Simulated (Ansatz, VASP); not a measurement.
# One calculation of Si, two programs

```
Si
1.0
     2.53235    0.00000    0.00000
     0.00000    2.53235    0.00000
     0.00000    0.00000    2.53235
Si
1
Direct
  0.00000 0.00000 0.00000
```

Alike in both runs: functional PBE; k mesh 14 × 14 × 14; occupations fermi-dirac, width 0.03 eV; no spin polarisation.

Ansatz relaxed the structure, and its values are those at the end. VASP's run is a single point on that final structure, the one shown.

```csv
,VASP,Ansatz
version,VASP 6.6.1,Ansatz 0.2.0
potentials or method,"VASP PAW PBE potentials, release 64 (Si)","PAW with Ansatz's earlier generated frozen-core files (soft_1), scalar-relativistic"
plane-wave cutoff (eV),520,420
valence electrons in the cell,4,4
```

|  | VASP | Ansatz | Ansatz less VASP |
| --- | --- | --- | --- |
| pressure (GPa) | 0.0 | 0.0 | +0.04 |
